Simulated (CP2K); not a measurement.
Runs of CP2K 2026.2 on PtS2. Symmetry: P-3m1, No. 164, trigonal system. Conventional cell: a = 3.543 Å, b = 3.543 Å, c = 5.039 Å, α = 90.00°, β = 90.00°, γ = 120.00°. Pt (site symmetry -3m) has 6 S at 2.34 Å as nearest neighbours. S (site symmetry 3m) is surrounded by 3 Pt at 2.34 Å. 

```csv
task,level,potentials or basis,k mesh,smearing,EPS_DEFAULT,NGRIDS,CUTOFF of the grids,points a segment of the path (NPOINTS),bands added on the path,gap on the mesh (eV),pressure (GPa),largest force (eV/Å)
single point,PBE,"POTENTIAL_UZH Pt GTH-PBE-q18, S GTH-PBE-q6; TZVP-MOLOPT-PBE-GTH basis",9 × 9 × 5,fermi-dirac 0.05 eV,1.0E-10,4,675 Ry,-,-,1.03,12.4,1.42
single point,LDA,"GTH_POTENTIALS Pt GTH-PADE-q18, S GTH-PADE-q6; DZVP-MOLOPT-SR-GTH basis",7 × 7 × 4,fermi-dirac 0.05 eV,1.0E-10,4,450 Ry,-,-,0.72,(a),0.85
band structure,PBE,"POTENTIAL_UZH Pt GTH-PBE-q18, S GTH-PBE-q6; TZVP-MOLOPT-PBE-GTH basis",9 × 9 × 5,fermi-dirac 0.05 eV,1.0E-9,4,450 Ry,10,4,1.03,12.4,1.42
single point,LDA,"POTENTIAL_UZH Pt GTH-PBE-q18, S GTH-PBE-q6; TZVP-MOLOPT-PBE-GTH basis",9 × 9 × 5,fermi-dirac 0.05 eV,1.0E-10,4,675 Ry,-,-,0.92,6.1,(b)
single point,PBEsol,"POTENTIAL_UZH Pt GTH-PBE-q18, S GTH-PBE-q6; TZVP-MOLOPT-PBE-GTH basis",9 × 9 × 5,fermi-dirac 0.05 eV,1.0E-10,5,450 Ry,-,-,0.96,7.9,1.19
single point,rev-vdW-DF2,"POTENTIAL_UZH Pt GTH-PBE-q18, S GTH-PBE-q6; TZVP-MOLOPT-PBE-GTH basis",9 × 9 × 5,fermi-dirac 0.05 eV,1.0E-10,4,675 Ry,-,-,0.99,(c),1.64
band structure,PBEsol,"POTENTIAL_UZH Pt GTH-PBE-q18, S GTH-PBE-q6; TZVP-MOLOPT-PBE-GTH basis",9 × 9 × 5,fermi-dirac 0.1 eV,1.0E-9,4,450 Ry,10,2,0.96,7.9,1.19
```

Alike in all rows: no spin polarisation; cell as given.

Task: Estimate the missing entries.

Result: (a) 0.7; (b) 1.14; (c) 11.4.

Caveats: spin-orbit coupling is left out, which moves the levels of the heavy elements; the basis of atomic orbitals isn't converged, which shifts pressures, moduli and gaps; an odd mesh through Γ misses points on the zone boundary, where band edges often lie (some runs); the potentials were made for another functional, which shifts forces and pressure (some runs); forces of over 1 eV/Å show positions far from the minimum, so gaps and moduli don't describe the material at rest (some runs).

A k mesh can miss the band edges, and the runs leave out spin-orbit coupling on Pt.

Not every run made on this cell is shown here.
